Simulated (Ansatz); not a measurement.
Space group P6_3/mmc (No. 194). a = 3.064 Å, b = 3.064 Å, c = 15.119 Å, α = 90.00°, β = 90.00°, γ = 120.00°
| atom | site | symmetry | x | y | z |
| --- | --- | --- | --- | --- | --- |
| Ti | 4f | 3m. | 0.3333 | 0.6667 | 0.8442 |
| Ti | 2a | -3m. | 0.0000 | 0.0000 | 0.0000 |
| C | 4f | 3m. | 0.6667 | 0.3333 | 0.9142 |

Equation of state of this Ti₃C₂ structure (not necessarily the ground state), with shape and atoms relaxed at each volume where symmetry leaves them free. It has no gap at any of these volumes. All numbers below come from DFT r2SCAN, scalar-relativistic, plane waves, PAW (Ansatz).

Settings: cutoff 500 eV, Γ-centred mesh 12×12×4 on the computed 10-atom cell, Gaussian smearing of 0.10 eV; no spin polarisation.

```csv
V (Å³/atom),E − E(largest V) (meV/atom),P (GPa)
11.555,4.33,10.42
11.923,-13.02,4.81
12.292,-18.37,0.00
12.661,-13.47,-4.06
13.030,0.00,-7.40
```

Problem. Fit a third-order Birch–Murnaghan equation to E(V).

Solution. V0 = 12.29 Å³/atom, B0 = 147 GPa, B0' = 4.6.